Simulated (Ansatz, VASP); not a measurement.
**Bi: VASP beside Ansatz**

File INCAR:

```
  PREC = Accurate
  ENCUT = 520
  EDIFF = 1E-6
  ISMEAR = 0
  SIGMA = 0.026000000000000002
  LREAL = False
  LASPH = True
  NELM = 100
  ALGO = Fast
  ISIF = 2
  LWAVE = False
  LCHARG = False
  GGA = PE
  NBANDS = 14
```

The input KPOINTS:

```
regular mesh
0
Gamma
  9 9 9
```

The input POSCAR:

```
Bi
1.0
   -1.9814305318      1.9814305318      1.9814305318
    1.9814305318     -1.9814305318      1.9814305318
    1.9814305318      1.9814305318     -1.9814305318
Bi
1
Direct
    0.0000000000      0.0000000000      0.0000000000
```

Contents of input.yaml:

```yaml
crystal:
  lattice:
    - [-1.9814305318, 1.9814305318, 1.9814305318]
    - [1.9814305318, -1.9814305318, 1.9814305318]
    - [1.9814305318, 1.9814305318, -1.9814305318]
  atoms:
    - { symbol: Bi, position: [0.0, 0.0, 0.0] }
kpoints:
  mp_grid: { grid: [9, 9, 9] }
scf:
  occupations: { method: gaussian, width: 0.026 }
hamiltonian:
  xc: pbe
  pseudopotentials: { kind: all_electron, lapw: { basis_error: 0.001 } }
output:
  forces: true
  stress: true
  eigenvalues: true
```

This isn't the form of Bi at room conditions, which is rhombohedral.

Alike in both runs: task single point; functional PBE; k mesh 9 × 9 × 9; occupations gaussian, width 0.026 eV; no spin polarisation.

|  | VASP | Ansatz |
| --- | --- | --- |
| version | VASP 6.6.1 | Ansatz 0.2.0 |
| potentials or method | VASP PAW PBE potentials, release 64 (Bi_d) | all-electron LAPW, scalar-relativistic |
| plane-wave cutoff (eV) | 520 | see its input |

VASP gave:

```
gap on the k mesh at the Fermi level (eV) : none
pressure (GPa)                            : 0.8
```

Question: Estimate Ansatz's values.

Answer: gap on the k mesh at the Fermi level (eV): none; pressure (GPa): 0.9.

A gap of «none» marks a metal or a gap that the smearing closes. Ansatz ran all-electron here, so the differences hold the error of VASP's frozen core and of both bases.

Caveats: spin-orbit coupling is left out, which moves the levels of the heavy elements.
